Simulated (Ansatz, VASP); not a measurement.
## One calculation of Al, two programs

```
Al
1.0
     0.00000    2.02481    2.02481
     2.02481    0.00000    2.02481
     2.02481    2.02481    0.00000
Al
1
Direct
  0.00000 0.00000 0.00000
```

Alike in both runs: task single point; functional PBE; dispersion D3(BJ); k mesh 18 × 18 × 18; occupations gaussian, width 0.1 eV; no spin polarisation.

|  | VASP | Ansatz |
| --- | --- | --- |
| version | VASP 6.6.1 | Ansatz 0.2.0 |
| potentials or method | VASP PAW PBE potentials, release 64 (Al) | scalar-relativistic, plane waves, PAW |
| plane-wave cutoff (eV) | 520 | 420 |
| valence electrons in the cell | 3 | 3 |

```tsv
	VASP	Ansatz	Ansatz less VASP
gap on the k mesh at the Fermi level (eV)	none	none	-
pressure (GPa)	-3.8	-3.8	+0.04
dispersion energy (meV/atom)	-334.2	-334.3	-0.09
```

A gap of «none» marks a metal or a gap that the smearing closes.

Caveats: pairwise dispersion overbinds metals, which lowers pressure and volume.
